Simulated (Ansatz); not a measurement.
Wanted: the native input for an Ansatz 0.2.0 run.

```yaml
Task: band structure
Functional: PBE
Potentials_or_basis: Ansatz PAW
Cutoff: "420 eV (not typed: the program's choice for these potentials)"
k_mesh: 7 × 6 × 7
Occupations: fermi-dirac, width 0.05 eV
Spin: no spin polarisation
Hubbard_terms: Ti d U = 3 eV
Path: "[[\"X\", \"G\", \"Y\"], [\"L\", \"G\", \"Z\"], [\"N\", \"G\", \"M\"], [\"R\", \"G\"]]"
Points_for_each_segment_of_the_path: 14
Hubbard_projectors: ortho-atomic (the default)
Double_counting: fll (the default)
```

Crystal: BaTiO3.

```
Ba Ti O
1.0
     3.72890   -0.42193    0.02237
    -0.28447    3.27547    3.11008
     0.31643   -2.75371    2.58992
Ba Ti O
1 1 3
Direct
  0.00364 0.99727 0.99850
  0.50025 0.51161 0.51018
  0.99835 0.49282 0.49504
  0.49991 0.50154 0.99454
  0.49786 0.99299 0.49796
```

The cell isn't the ideal one: cell sheared at random, sigma 0.1, atoms nudged by 0.01 Å.

These files were run (other wordings do the same):

input.yaml

```yaml
crystal:
  lattice:
    - [3.72889799, -0.42192545, 0.02236748]
    - [-0.28447333, 3.27547427, 3.11008119]
    - [0.31642704, -2.75370717, 2.58991837]
  atoms:
    - { symbol: Ba, position: [0.00363726, 0.99726942, 0.99850154] }
    - { symbol: Ti, position: [0.50024523, 0.51160785, 0.51018213] }
    - { symbol: O, position: [0.99835421, 0.49281682, 0.49503598] }
    - { symbol: O, position: [0.4999067, 0.50153978, 0.99453815] }
    - { symbol: O, position: [0.4978566, 0.99298613, 0.49796219] }
hamiltonian:
  xc: pbe
  pseudopotentials: { kind: paw }
  hubbard: { sites: [{ species: Ti, l: d, u_eff: 3.0 }] }
kpoints:
  mp_grid: { grid: [7, 6, 7] }
  band_path:
    path:
      - [[0.0, 0.0, 0.5], [0.0, 0.0, 0.0], [0.0, -0.5, 0.0]]
      - [[0.0, -0.5, 0.5], [0.0, 0.0, 0.0], [0.5, 0.0, 0.0]]
      - [[0.5, 0.0, 0.5], [0.0, 0.0, 0.0], [0.5, -0.5, 0.0]]
      - [[0.5, -0.5, 0.5], [0.0, 0.0, 0.0]]
    npoints: 14
scf:
  occupations: { method: fermi_dirac, width: 0.05 }
  n_extra_bands: 12
output:
  forces: true
  stress: true
  eigenvalues: true
  fatbands: false
```

Potentials or basis: Ansatz PAW.

The run is started by

```console
$ ansatz run input.yaml --threads 2 --pin off --max-ram 5632MiB --backend cpu --events-out ev --progress --plain --runs-dir out
```

It gave:

```json
{"Pressure": "18.4 GPa", "Largest force": "0.659 eV/Å", "Band gap on the k mesh": "0.94 eV, indirect (least direct gap 1.02 eV)", "Band gap along the path": "0.93 eV, indirect (least direct gap 1.02 eV)"}
```

Caveat: the pressure holds a Pulay correction of +0.6 GPa for the finite cutoff; spin-orbit coupling is left out, which moves the levels of the heavy elements.

It took 36 s on 2 threads of Arm Neoverse V1, with other jobs on the host, peak memory 0.66 GiB.
